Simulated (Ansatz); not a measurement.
# MgB₂H₈: 25Mg NMR of the central transition

Cell: a computed structure from the Materials Project (it need not be an observed phase), atoms as given.

Space group I4_1/acd:1 (No. 142); a = 7.7332, c = 12.3631 Å.

| site | Wyckoff | site symmetry | x | y | z |
| --- | --- | --- | --- | --- | --- |
| Mg | 8b | 2.22 | 0.0000 | 0.0000 | 0.2500 |
| B | 16e | .2. | 0.2500 | 0.4671 | 0.1250 |
| H13 | 32g | 1 | 0.2521 | 0.5614 | 0.0449 |
| H29 | 32g | 1 | 0.3767 | 0.3735 | 0.1191 |

One atom of each set is listed; the run and its k-mesh use a cell of 44 atoms with edges of 8.25, 8.25, 8.25 Å.

The numbers come from a DFT calculation in Ansatz (r2SCAN, plane waves and PAW, scalar-relativistic, 500 eV cutoff, Γ-centred 5×5×5 k-points, Fermi–Dirac smearing 0.02 eV).

25Mg has I = 5/2 and Q = 199.4 mb (Pyykkö 2018); at 18.8 T its Larmor frequency is ν₀ = 49.0 MHz. Only the quadrupole interaction is simulated: positions count from each site's isotropic chemical shift, and J coupling is left out, as are shift anisotropy and dipolar coupling, which fast spinning averages.

(1) Give C_Q, η, the quadrupolar product P_Q = |C_Q|(1 + η²/3)^½, the second-order isotropic shift and the breadth of the pattern (fast magic-angle spinning) for each Mg site.

Answers

(1) 

```
site         first shell  C_Q (MHz)     η  P_Q (MHz)  δ_QIS (ppm)  breadth (kHz)
  Mg  8 H at 2.08–2.12 Å      -1.47  0.61       1.56        -6.04          0.685
```

δ_QIS = −(ν_Q²/30ν₀²)[I(I+1) − 3/4](1 + η²/3) × 10⁶ ppm with ν_Q = 3|C_Q|/[2I(2I−1)]; it falls as 1/B₀² in ppm, and the breadth as 1/B₀ in kHz.

The run took 98 s of wall time (98 s of CPU time) and 2 GiB at its peak, on 1 thread of Arm Neoverse V2 (aarch64; 8 cores open to the job, memory cap 2.5 GiB, no GPU), a shared host with a load of 0.7 a core.
